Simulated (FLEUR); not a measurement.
Crystal: SnSe2.

```xyz
3
Lattice="3.8110 0.0000 0.0000 -1.9055 3.3004 0.0000 0.0000 0.0000 6.1360" Properties=species:S:1:pos:R:3 pbc="T T T"
Sn    0.0000    0.0000    0.0000
Se    1.9055    1.1001    4.6081
Se    0.0000    2.2003    1.5279
```

Base run:

| Quantity | Value |
| --- | --- |
| Program | FLEUR MaX-R8.1 (later development tree) |
| Functional | PBEsol |
| Potentials or basis | all-electron |
| Basis | FLAPW |
| Kmax | 4.3 1/bohr |
| k mesh | 8 × 8 × 5 |
| Occupations | fermi-dirac, width 0.05 eV |
| Spin | no spin polarisation |

Its results: band gap on the k mesh 0.74 eV, indirect (least direct gap 1.01 eV).

Q: The run is repeated on the same cell with these changes: functional from PBEsol to PW91. What comes out?

A: Band gap on the k mesh 0.79 eV, indirect (least direct gap 1.07 eV).

Caveats: spin-orbit coupling is left out, which moves the levels of the heavy elements.

A k mesh can miss the band edges.

Not every run made on this cell is shown here.
